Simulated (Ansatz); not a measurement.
Theory: DFT PBE, scalar-relativistic, plane waves, PAW (Ansatz). Settings: cutoff 420 eV, Γ-centred meshes spaced at most about 0.3 Å⁻¹, and about 0.25 Å⁻¹ or finer for metals (2π included), Gaussian smearing. No spin polarisation.

All energies are static (0 K, no zero-point motion).

Two relaxed structures of In3Sb2As:

A.

```
In Sb As
1.0
     4.54776    0.00000    0.00000
     1.49929    5.92850    0.00000
     0.96691    2.83499    7.74497
In Sb As
3 2 1
Direct
  0.68033 0.69365 0.99337
  0.94326 0.46514 0.75106
  0.20917 0.07120 0.30265
  0.09118 0.98572 0.99742
  0.45158 0.57669 0.52491
  0.62448 0.33260 0.30559
```

B.

```
In Sb As
1.0
     4.19403    0.00000    0.00000
    -2.09701    3.63213    0.00000
     0.00000    0.00000   11.37626
In Sb As
3 2 1
Cartesian
  2.0970 1.2107 4.7922
  2.0970 1.2107 1.1529
  0.0000 0.0000 10.4227
  0.0000 2.4214 8.1795
  0.0000 2.4214 2.9222
  0.0000 0.0000 6.6593
```

Problem. Which form is favoured at zero pressure, and by what margin per atom?

Solution. A is lower, by 73 meV/atom. A has space group P1 (No. 1), 34.8 Å³/atom and a gap of 0.17 eV on its mesh; B has space group P3m1 (No. 156), 28.9 Å³/atom and no gap. Counting In or Sb atoms around As (for each partner element, those within 1.25 times its shortest distance or 1.15 times the sum of covalent radii, where it is the nearest in units of that sum or under 1.3; a plus sign parts groups by distance over the sum of covalent radii), A has As 4 and B has As 6+1. The lower one is the more open, so pressure narrows the difference. In A, In on its first site has 1 As at 2.77 Å, 2 Sb at 2.84–2.89 Å and 1 In at 2.84 Å; Sb on its first site is surrounded by 4 In at 2.84–2.90 Å; As is surrounded by 1 Sb at 2.68 Å and 3 In at 2.75–2.77 Å; 3 more sites not described. In B, around In on its first site lie 3 As at 3.06 Å, 3 Sb at 3.06 Å and 1 In at 3.64 Å; Sb on its first site has 3 As at 2.86 Å and 3 In at 3.30 Å; As has 3 Sb at 2.86 Å, 3 In at 3.06 Å and 1 In at 3.76 Å; 3 more sites not described. Both come from invented guesses.

Spin–orbit coupling, which can matter for Sb, is left out. Kohn–Sham gaps at this level usually fall short of measured ones. The missing spin–orbit coupling can work the other way here. Cells relaxed within their symmetry can be saddle points.
